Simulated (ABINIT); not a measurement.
# HgTe (Coloradoite) (F-43m) in ABINIT: notebook

One crystal, HgTe (Coloradoite), is run at these levels: LDA, PBE; tasks: phonons, phonons at a zone-boundary q.

Program: ABINIT 10.8.3 (patched build). These are calculated values, not measurements. Logs are shortened: lines on timing, memory, paths and dates and some standing lists are left out, and cuts for length are marked. The log counts tension as positive stress, the text compression.

**1. The undisturbed crystal**

Symmetry: F-43m, No. 216, cubic system. Conventional cell: a = 6.429 Å, b = 6.429 Å, c = 6.429 Å, α = 90.00°, β = 90.00°, γ = 90.00°. Hg (site symmetry -43m) is surrounded by 4 Te at 2.78 Å. Te (site symmetry -43m) has 4 Hg at 2.78 Å as nearest neighbours.

**2. Phonons, LDA (cell relaxed at zero pressure by an earlier run)**

Contents of run.abi:

```
# Datasets
ndtset 2

# Pseudopotentials
pp_dirpath "./"
pseudos "Hg.LDA_PW-JTH.xml, Te.LDA_PW-JTH.xml"

# Structure
acell 4.5647183083 4.5647183083 4.5647183083 Angstrom
rprim
     0.0000000000     0.7071067812     0.7071067812
     0.7071067812     0.0000000000     0.7071067812
     0.7071067812     0.7071067812     0.0000000000
ntypat 2
znucl 80 52
natom 2
typat 1 2
chkprim 0
chksymtnons 0
tolsym 1.0e-6
xred
            0.0            0.0            0.0
            3/4            3/4            3/4

# Plane-wave basis
ecut 517.016339 eV
pawecutdg 38.0
ecutsm 0.5

# k points
ngkpt 4 4 4
nshiftk 4
shiftk
     0.5000000000     0.5000000000     0.5000000000
     0.5000000000     0.0000000000     0.0000000000
     0.0000000000     0.5000000000     0.0000000000
     0.0000000000     0.0000000000     0.5000000000

# Exchange and correlation
ixc 7

# Bands and occupations
nband 17
occopt 3
tsmear 0.00183747

# SCF cycle
nstep 80

# Output
prteig 0
prtebands 0
prtwf 0
prtden 0
prtpot 0

# Dataset 1: ground state
kptopt1 1
tolvrs1 1.0e-11
prtwf1 1
tolwfr1 1.0e-14
nbdbuf1 4
nline1 6

# Dataset 2: response at q = 0 to atomic displacements
rfphon2 1
rfatpol2 1 2
rfdir2 1 1 1
getwfk2 1
kptopt2 2
nqpt2 1
qpt2 0.0 0.0 0.0
tolvrs2 1.0e-9
```

Contents of mrgddb.in:

```
merged_DDB
HgTe
2
runo_DS1_DDB
runo_DS2_DDB
```

Contents of anaddb.abi:

```
ddb_filepath "merged_DDB"
output_file "anaddb.abo"
outdata_prefix "ana"
asr 2
chneut 0
dipdip 0
dieflag 0
enunit 0
eivec 1
nph1l 1
qph1l 0.0 0.0 0.0 1.0
```

Potentials or basis: JTH PAW LDA v2.0.

The run is started by

```
$ mpirun --bind-to none -np 4 abinit run.abi > log 2>&1
$ mrgddb < mrgddb.in > mrgddb.log 2>&1
$ anaddb anaddb.abi > anaddb.log 2>&1
```

run.abo:

```text
.Version 10.8.3 of ABINIT
 DATASET    1 : space group F-4 3 m (#216); Bravais cF (face-center cubic)
================================================================================
 Values of the parameters that define the memory need for DATASET  1.
     intxc =       0    ionmov =       0      iscf =      17    lmnmax =      18
     lnmax =       6     mgfft =      36  mpssoang =       3    mqgrid =    3001
     natom =       2  nloc_mem =       2    nspden =       1   nspinor =       1
    nsppol =       1      nsym =      24    n1xccc =       1    ntypat =       2
    occopt =       3   xclevel =       1
       mpw =        1814          nfft =       46656          nkpt =          10
Pmy_natom=         1
 PAW method is used; the additional fine FFT grid is defined by:
   mgfftf=        48    nfftf =    110592
================================================================================
================================================================================

 DATASET    2 : space group F-4 3 m (#216); Bravais cF (face-center cubic)
================================================================================
 Values of the parameters that define the memory need for DATASET  2 (RF).
     intxc =       0      iscf =       7    lmnmax =      18     lnmax =       6
     mgfft =      36  mpssoang =       3    mqgrid =    3001     natom =       2
  nloc_mem =       2    nspden =       1   nspinor =       1    nsppol =       1
      nsym =      24    n1xccc =       1    ntypat =       2    occopt =       3
   xclevel =       1
      nfft =       46656          nkpt =         128
Pmy_natom=         1
================================================================================
================================================================================

--------------------------------------------------------------------------------
------------- Echo of variables that govern the present computation ------------
--------------------------------------------------------------------------------
 -outvars: echo values of preprocessed input variables --------
            acell      8.6260674446E+00  8.6260674446E+00  8.6260674446E+00 Bohr
              amu      2.00590000E+02  1.27600000E+02
          chkprim           0
      chksymtnons           0
             ecut      1.90000000E+01 Hartree
           ecutsm      5.00000000E-01 Hartree
           getwfk1          0
           getwfk2          1
             iscf1         17
             iscf2          7
              ixc           7
           jdtset        1    2
                       outvar_i_n : Printing only first  50 k-points.
           kptopt1          1
           kptopt2          2
         kptrlatt        4   -4    4     -4    4    4     -4   -4    4
          kptrlen      4.87964063E+01
            natom           2
            nband1         17
            nband2         17
           nbdbuf1          4
           nbdbuf2          2
[... 391 lines left out ...]

 dfpt_looppert : total number of electrons, from k and k+q
  fully or partially occupied states are    1.800000E+01 and    1.800000E+01.
 Initialisation of the first-order wave-functions :
  ireadwf=   0

--- !BeginCycle
iteration_state: {dtset: 2, }
solver: {iscf: 7, nstep: 80, nline: 4, wfoptalg: 10, }
tolerances: {tolvrs: 1.00E-09, }
...

     iter   2DEtotal(Ha)        deltaE(Ha) residm    vres2
-ETOT  1   45.924433388489     -8.635E+01 1.778E+00 2.541E+05
 ETOT  2   8.2772992572951     -3.765E+01 1.317E-01 3.329E+04
 ETOT  3   3.2244560221467     -5.053E+00 2.556E-02 6.601E+02
 ETOT  4   3.1431396786682     -8.132E-02 9.926E-03 1.488E+01
 ETOT  5   3.1413131543198     -1.827E-03 9.026E-04 1.163E+00
 ETOT  6   3.1411361298424     -1.770E-04 3.112E-04 1.259E-01
 ETOT  7   3.1411160664637     -2.006E-05 3.784E-05 7.780E-03
 ETOT  8   3.1411146099496     -1.457E-06 1.403E-05 4.898E-04
 ETOT  9   3.1411144896486     -1.203E-07 1.817E-06 2.760E-05
 ETOT 10   3.1411144784105     -1.124E-08 6.145E-07 1.884E-06
 ETOT 11   3.1411144773964     -1.014E-09 9.899E-08 1.536E-07
 ETOT 12   3.1411144772758     -1.206E-10 3.007E-08 9.878E-09
 ETOT 13   3.1411144772657     -1.006E-11 5.527E-09 4.077E-09
 ETOT 14   3.1411144772626     -3.126E-12 1.393E-09 8.719E-10

 At SCF step   14       vres2   =  8.72E-10 < tolvrs=  1.00E-09 =>converged.
================================================================================

 ----iterations are completed or convergence reached----

 Mean square residual over all n,k,spin=   51.921E-13; max=  13.928E-10

 2DEtotal=    0.3141114477E+01 Ha. Also 2DEtotal=    0.854740792836E+02 eV
    (2DErelax=   -1.2913664822E+02 Ha. 2DEnonrelax=    1.3227776270E+02 Ha)
    (  non-var. 2DEtotal :    3.1411170320E+00 Ha)

================================================================================

 ---- first-order wavefunction calculations are completed ----

 ==> Compute Derivative Database <==

  Dynamical matrix, in cartesian coordinates,
   if specified in the inputs, asr has been imposed
     j1       j2             matrix element
  dir pert dir pert     real part    imaginary part

   1    1   1    1         0.0405048596         0.0000000000
   1    1   1    2        -0.0405048596        -0.0000000000

   2    1   2    1         0.0405048596        -0.0000000000
   2    1   2    2        -0.0405048596         0.0000000000
[... 10 lines left out ...]
   3    2   3    1        -0.0405048237        -0.0000000000
   3    2   3    2         0.0405048237         0.0000000000

  Phonon wavevector (reduced coordinates) :  0.00000  0.00000  0.00000
 Phonon energies in Hartree :
   0.000000E+00  0.000000E+00  0.000000E+00  5.337724E-04  5.337724E-04
   5.337724E-04
 Phonon frequencies in cm-1    :
   0.000000E+00  0.000000E+00  0.000000E+00  1.171495E+02  1.171495E+02
   1.171495E+02

== END DATASET(S) ==============================================================
================================================================================

 -outvars: echo values of variables after computation  --------
            acell      8.6260674446E+00  8.6260674446E+00  8.6260674446E+00 Bohr
           etotal1    -5.0827433275E+01
           etotal2     3.1411144773E+00
            fcart1    -0.0000000000E+00 -0.0000000000E+00 -0.0000000000E+00
                      -0.0000000000E+00 -0.0000000000E+00 -0.0000000000E+00
            fcart2     0.0000000000E+00  0.0000000000E+00  0.0000000000E+00
                       0.0000000000E+00  0.0000000000E+00  0.0000000000E+00
            rprim      0.0000000000E+00  7.0710678120E-01  7.0710678120E-01
                       7.0710678120E-01  0.0000000000E+00  7.0710678120E-01
                       7.0710678120E-01  7.0710678120E-01  0.0000000000E+00
           strten1     5.8543010930E-06  5.8543010930E-06  5.8543010930E-06
                       0.0000000000E+00  0.0000000000E+00  0.0000000000E+00
           strten2     0.0000000000E+00  0.0000000000E+00  0.0000000000E+00
                       0.0000000000E+00  0.0000000000E+00  0.0000000000E+00
           xangst      0.0000000000E+00  0.0000000000E+00  0.0000000000E+00
                       4.8416149051E+00  4.8416149051E+00  4.8416149051E+00
             xred      0.0000000000E+00  0.0000000000E+00  0.0000000000E+00
                       7.5000000000E-01  7.5000000000E-01  7.5000000000E-01
 Calculation completed.
```

anaddb.abo:

```text
.Version 10.8.3 of ANADDB
================================================================================

 -outvars_anaddb: echo values of input variables ----------------------

 Miscellaneous information :
[... 85 lines left out ...]
 -0.0  0.0  0.0  0.0  1.0  1.0 -1.0 -1.0
 Symmetry characters of vibration mode #   4
       degenerate with vibration modes #   5 to    6
  3.0 -1.0 -1.0 -1.0  1.0 -1.0  1.0 -1.0 -0.0  0.0 -0.0  0.0  1.0 -1.0 -1.0  1.0
 -0.0 -0.0  0.0  0.0  1.0  1.0 -1.0 -1.0

================================================================================

 anaddb : the run completed successfully.
```

Run time: 59 s. Hardware: 4 MPI ranks of Arm Neoverse V2, shared host; peak memory 0.68 GiB.

Results:

- Free energy: -1383.0849 eV
- Pressure: -0.2 GPa
- Highest phonon frequency at Γ, LO-TO splitting left out: 117 cm⁻¹

Phonon frequencies in cm⁻¹ (negative: imaginary):
| q point | frequencies |
| --- | --- |
| (0.000, 0.000, 0.000) | 0 0 0 117 117 117 |

Caveat: the mesh is coarse for a metal's response.

**3. Phonons at a zone-boundary q, PBE (cell relaxed at zero pressure by an earlier run)**

Contents of run.abi:

```
ndtset 2

pp_dirpath "./"
pseudos "Hg.upf, Te.upf"

acell 4.7100997029 4.7100997029 4.7100997029 Angstrom
rprim
     0.0000000000     0.7071067812     0.7071067812
     0.7071067812     0.0000000000     0.7071067812
     0.7071067812     0.7071067812     0.0000000000
ntypat 2
znucl 80 52
natom 2
typat 1 2
chkprim 0
chksymtnons 0
tolsym 1.0e-6
xred
            0.0            0.0            0.0
            3/4            3/4            3/4

ecut 1088.455450 eV
ecutsm 0.5

ngkpt 4 4 4
nshiftk 4
shiftk
     0.5000000000     0.5000000000     0.5000000000
     0.5000000000     0.0000000000     0.0000000000
     0.0000000000     0.5000000000     0.0000000000
     0.0000000000     0.0000000000     0.5000000000

ixc 11

nband 26
occopt 3
tsmear 0.05 eV

nstep 80

prteig 0
prtebands 0
prtwf 0
prtden 0
prtpot 0

kptopt1 1
tolvrs1 1.0e-15
prtwf1 1
tolwfr1 1.0e-14
nbdbuf1 4
nline1 6

rfphon2 1
rfatpol2 1 2
rfdir2 1 1 1
getwfk2 1
kptopt2 3
nqpt2 1
qpt2 1/2 0.0 1/2
tolvrs2 1.0e-10
```

Potentials or basis: PseudoDojo NC SR PBE v0.4.1 standard.

The run is started by

```
$ mpirun --bind-to none -np 4 abinit run.abi > log 2>&1
```

run.abo:

```text
.Version 10.8.3 of ABINIT
 DATASET    1 : space group F-4 3 m (#216); Bravais cF (face-center cubic)
================================================================================
 Values of the parameters that define the memory need for DATASET  1.
     intxc =       0    ionmov =       0      iscf =       7    lmnmax =       7
     lnmax =       7     mgfft =      54  mpssoang =       4    mqgrid =    3001
     natom =       2  nloc_mem =       1    nspden =       1   nspinor =       1
    nsppol =       1      nsym =      24    n1xccc =    2501    ntypat =       2
    occopt =       3   xclevel =       2
       mpw =        6050          nfft =      157464          nkpt =          10
================================================================================
================================================================================

 DATASET    2 : space group F-4 3 m (#216); Bravais cF (face-center cubic)
================================================================================
 Values of the parameters that define the memory need for DATASET  2 (RF).
     intxc =       0      iscf =       7    lmnmax =       7     lnmax =       7
     mgfft =      54  mpssoang =       4    mqgrid =    3001     natom =       2
  nloc_mem =       1    nspden =       1   nspinor =       1    nsppol =       1
      nsym =      24    n1xccc =    2501    ntypat =       2    occopt =       3
   xclevel =       2
      nfft =      157464          nkpt =         256
================================================================================
================================================================================

[... 512 lines left out ...]
   3    2   1    1        -0.0330405794        -0.0000000001
   3    2   3    2         0.0560535736         0.0000000001

  Phonon wavevector (reduced coordinates) :  0.50000  0.00000  0.50000
 Phonon energies in Hartree :
   8.577724E-05  8.577724E-05  3.835048E-04  5.260689E-04  5.439912E-04
   5.439912E-04
 Phonon frequencies in cm-1    :
   1.882593E+01  1.882593E+01  8.416957E+01  1.154588E+02  1.193923E+02
   1.193923E+02

== END DATASET(S) ==============================================================
================================================================================

 -outvars: echo values of variables after computation  --------
            acell      8.9007984642E+00  8.9007984642E+00  8.9007984642E+00 Bohr
           etotal1    -2.7149097272E+02
           etotal2     4.4408004966E+00
            fcart1    -6.6847503353E-30 -6.6847503353E-30  2.0054251006E-29
                       6.6847503353E-30  6.6847503353E-30 -2.0054251006E-29
            fcart2     0.0000000000E+00  0.0000000000E+00  0.0000000000E+00
                       0.0000000000E+00  0.0000000000E+00  0.0000000000E+00
            rprim      0.0000000000E+00  7.0710678120E-01  7.0710678120E-01
                       7.0710678120E-01  0.0000000000E+00  7.0710678120E-01
                       7.0710678120E-01  7.0710678120E-01  0.0000000000E+00
           strten1     4.2691157322E-06  4.2691157322E-06  4.2691157322E-06
                       0.0000000000E+00  0.0000000000E+00  0.0000000000E+00
           strten2     0.0000000000E+00  0.0000000000E+00  0.0000000000E+00
                       0.0000000000E+00  0.0000000000E+00  0.0000000000E+00
           xangst      0.0000000000E+00  0.0000000000E+00  0.0000000000E+00
                       4.9958151601E+00  4.9958151601E+00  4.9958151601E+00
             xred      0.0000000000E+00  0.0000000000E+00  0.0000000000E+00
                       7.5000000000E-01  7.5000000000E-01  7.5000000000E-01
 Calculation completed.
```

It took 28 min on 4 MPI ranks of Arm Neoverse V2, shared host; peak memory 2.4 GiB.

Results:

```yaml
Free_energy: -7387.6457 eV
Pressure: -0.1 GPa
Highest_phonon_frequency_at_the_q_point_run: 119 cm⁻¹
```

Phonon frequencies in cm⁻¹ (negative: imaginary):
```tsv
q point	frequencies
(0.500, 0.000, 0.500)	19 19 84 115 119 119
```

The run has no spin-orbit coupling, so splittings on Hg, Te are missing.
